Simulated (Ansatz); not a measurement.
# Cold compression of Cs (diamond type)

```yaml
crystal:
  lattice:
    - [0.00000, 5.71484, 5.71484]
    - [5.71484, 0.00000, 5.71484]
    - [5.71484, 5.71484, 0.00000]
  atoms:
    - { symbol: Cs, position: [0.87500, 0.87500, 0.87500] }
    - { symbol: Cs, position: [0.12500, 0.12500, 0.12500] }
```

The cell comes from a relaxation on PAW files under the same functional, begun from a prototype that needn't be the stable phase.

Its volume is scaled at fixed shape and fractional positions.

Computed with Ansatz 0.2.0; functional PBE, scalar-relativistic. Settings: a Γ-centred 6×6×6 k mesh, Fermi–Dirac smearing of 0.08 eV, no spin polarisation. Methods: LAPW: all electrons, basis error target 1 meV/atom; PAW: frozen-core files, cutoff 420 eV; crystal datasets: all electrons, by PAW datasets that the program makes for each cell; norm-conserving: pseudopotentials, cutoff 680 eV; PAW (cutoff 250 eV): frozen-core files, cutoff 250 eV.

Energies are extrapolated to zero smearing and count from the unscaled cell; pressure is positive in compression; gaps take the mesh and a band path. No temperature or zero-point motion is included.

Spin–orbit coupling is left out, which matters for the heavy atoms.

| V/V0 | V (Å³/atom) | P LAPW (GPa) | ΔE LAPW (eV/atom) | P PAW − LAPW (GPa) | ΔE PAW − LAPW (meV/atom) |
| --- | --- | --- | --- | --- | --- |
| 1.00 | 186.64 | 0.01 | 0.000 | 0.00 | 0.0 |
| 0.90 | 167.98 | 0.09 | 0.006 | 0.00 | 0.0 |
| 0.80 | 149.31 | 0.22 | 0.024 | 0.00 | -0.1 |
| 0.70 | 130.65 | ? | 0.061 | 0.00 | -0.1 |
| 0.60 | 111.99 | 0.62 | 0.123 | 0.00 | -0.2 |
| 0.50 | 93.32 | 0.99 | 0.216 | 0.00 | -0.3 |
| 0.40 | 74.66 | 1.91 | 0.379 | 0.00 | -0.2 |

Question: Give the missing entry: row "0.70", column "P LAPW (GPa)".

Answer: 0.40.

Question: From the table, what is the rise of the enthalpy H = E + pV up to the last row, and how stiff is the crystal between the last two rows?

Answer: ΔH = 0.379 eV + (1.91 GPa × 74.66 Å³ − 0.01 GPa × 186.64 Å³) × 0.006242 eV/(GPa·Å³) = 1.26 eV/atom, of which pV makes 70 %. The mean bulk modulus there is −ΔP/Δln V = 4.16 GPa.

Question: At the smallest volume, how far do crystal datasets and norm-conserving and PAW (cutoff 250 eV) lie from LAPW in pressure?

Answer: crystal datasets: 0.00 GPa; norm-conserving: +0.01 GPa; PAW (cutoff 250 eV): +0.01 GPa, on a LAPW pressure of 1.91 GPa.
